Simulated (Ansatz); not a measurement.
The system is CuO.

```
Cu O
1.0
     2.87950    0.00000    0.00000
     0.03907    2.87928    0.00000
     0.01750    0.01724    5.17634
Cu O
2 2
Direct
  0.00000 0.50000 0.00000
  0.50000 0.00000 0.50000
  0.99842 0.00167 0.74989
  0.00158 0.99833 0.25011
```

The cell comes from a database or a generator and needn't be the stable form of this composition.

Base run:

- Program: Ansatz 0.2.0
- Functional: PBE
- Potentials or basis: PseudoDojo standard (PBE files)
- Cutoff: 1252 eV
- Density cutoff: 5007 eV
- k mesh: 9 × 9 × 5
- Occupations: fermi-dirac, width 0.05 eV
- Spin: no spin polarisation

Its results: band gap on the k mesh none (metal or under the smearing width); pressure 5.6 GPa; largest force 0.012 eV/Å.

Problem. The run is repeated on the same cell with these changes: potentials or basis from PseudoDojo standard (PBE files) to SSSP efficiency PAW; cutoff from 1252 eV to 1225 eV; density cutoff from 5007 eV to 12245 eV; valence electrons from 50 to 34. What comes out?

Solution. Band gap on the k mesh none (metal or under the smearing width); pressure 6.0 GPa; largest force 0.012 eV/Å.

Caveats: the run has no spin polarisation, though such a crystal can be magnetic; semilocal functionals often make such compounds metallic where correlation or magnetic order opens a gap, which also shifts bond lengths.
